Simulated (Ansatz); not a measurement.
`[AlH2][N]1C[SiH2]1` + `CCCS` → `CCC[S][AlH2]` + `C1N[SiH2]1`  (ligand exchange at the Al–N bond)

Gas-phase electronic energies from Ansatz, PBE0-D4/def2-TZVP geometries. CBS: MP2 limit from def2 TZ/QZ plus the TZ coupled-cluster correction, frozen cores. One conformer a species, not always the lowest.

`[AlH2][N]1C[SiH2]1`:

Cartesian coordinates in Å:
```
Al -0.912 0.857 -1.542
N -0.071 0.075 -0.202
C -0.179 0.028 1.286
Si 1.135 -0.939 0.465
H -0.373 0.560 -3.001
H -2.144 1.804 -1.230
H 0.055 0.957 1.804
H -1.068 -0.462 1.679
H 1.016 -2.404 0.285
H 2.541 -0.476 0.456
```

`CCCS`:

Z-matrix (Å, degrees):
```
C
C 1 1.517
H 1 1.094 2 111.2
H 1 1.092 2 111.2 3 -120.5
H 1 1.092 2 111.1 3 119.9
C 2 1.519 1 113.9 3 56.5
H 2 1.097 1 109.5 3 -64.0
H 2 1.094 1 109.9 3 179.1
S 6 1.814 2 115.3 1 66.1
H 6 1.092 2 110.3 1 -176.7
H 6 1.093 2 111.2 1 -58.3
H 9 1.342 6 97.6 2 -72.0
```

`CCC[S][AlH2]`:

Cartesian coordinates in Å:
```
C -0.633 1.129 1.709
C -0.111 -0.085 0.958
C 0.819 0.307 -0.173
S 1.564 -1.134 -1.021
Al 0.081 -1.560 -2.544
H -1.185 1.799 1.044
H -1.306 0.833 2.516
H 0.186 1.702 2.153
H 0.416 -0.758 1.640
H -0.948 -0.660 0.547
H 1.662 0.888 0.207
H 0.299 0.930 -0.904
H 0.326 -2.803 -3.489
H -1.169 -0.589 -2.642
```

`C1N[SiH2]1`:

Z-matrix (Å, degrees):
```
C
Si 1 1.829
N 1 1.494 2 61.5
H 1 1.090 2 117.4 3 107.8
H 1 1.087 2 123.6 3 -101.3
H 2 1.481 1 117.8 3 -107.7
H 2 1.478 1 124.7 3 97.4
H 3 1.009 1 116.0 2 119.2
```

```tsv
level	ΔE (kJ/mol)
MP2/def2-QZVPP	3.1
HF/CBS(def2)	8.3
```

(1) What does CCSD(T)/CBS give? (Best estimate.)

Largest T1 diagnostic among the species: 0.013.

Results:

(1) Computed: 0.0 kJ/mol. The listed levels differ from it by 3.1, 8.3 kJ/mol.

CCSD(T)/CBS has its own doubt, a few kJ/mol and more with outer-core shells, so smaller differences from it don't rank the levels.
